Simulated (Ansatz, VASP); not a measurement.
# C in VASP and in Ansatz

```
C
1.0
     0.00000    1.67213    2.00656
     1.67213    0.00000    2.00656
     1.67213    1.67213    0.00000
C
2
Direct
  0.50000 0.50000 0.50000
  0.75000 0.75000 0.75000
```

Alike in both runs: task single point; functional PBEsol; k mesh 12 × 12 × 12; occupations gaussian, width 0.05 eV; no spin polarisation.

|  | VASP | Ansatz |
| --- | --- | --- |
| version | VASP 6.6.1 | Ansatz 0.2.0 |
| potentials or method | VASP PAW PBE potentials, release 64 (C) | scalar-relativistic, plane waves, PAW |
| plane-wave cutoff (eV) | 520 | 420 |
| valence electrons in the cell | 8 | 8 |

Ansatz gave:

```
gap on the k mesh at the Fermi level (eV)       : 1.76
least direct gap on the mesh (eV)               : 4.02
pressure (GPa)                                  : 1.2
largest component of the traceless stress (GPa) : 132.65
```

Question: What did VASP give for the same quantities?

Answer: gap on the k mesh at the Fermi level (eV): 1.75; least direct gap on the mesh (eV): 4.02; pressure (GPa): 2.2; largest component of the traceless stress (GPa): 132.61.

Caveats: the PAW data sets were made with another functional, which shifts forces and pressure a little (VASP).
